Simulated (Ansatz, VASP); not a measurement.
BAs5 in VASP and in Ansatz

```
B As
1.0
     0.00000    3.88016    3.88016
     3.88016    0.00000    3.88016
     3.88016    3.88016    0.00000
B As
1 5
Direct
  0.75000 0.75000 0.75000
  0.12297 0.12297 0.63109
  0.63109 0.12297 0.12297
  0.12297 0.12297 0.12297
  0.12297 0.63109 0.12297
  0.50000 0.50000 0.50000
```

Change from the starting cell: species swapped into the Be5Fe type (F-43m, No. 216).

Alike in both runs: functional PBE; k mesh 8 × 8 × 8; occupations gaussian, width 0.1 eV; no spin polarisation.

Ansatz relaxed the structure, and its values are those at the end. VASP's run is a single point on that final structure, the one shown.

|  | VASP | Ansatz |
| --- | --- | --- |
| version | VASP 6.6.1 | Ansatz 0.2.0 |
| potentials or method | VASP PAW PBE potentials, release 64 (B, As) | scalar-relativistic, plane waves, PAW |
| plane-wave cutoff (eV) | 520 | 420 |
| valence electrons in the cell | 28 | 78 |

```tsv
	VASP	Ansatz	Ansatz less VASP
gap on the k mesh at the Fermi level (eV)	none	none	-
pressure (GPa)	0.1	0.0	-0.11
rms of the force components (eV/Å)	0.004	0.002	-0.0021
```

A gap of «none» marks a metal or a gap that the smearing closes. The two sets of potentials don't hold the same shells in valence.
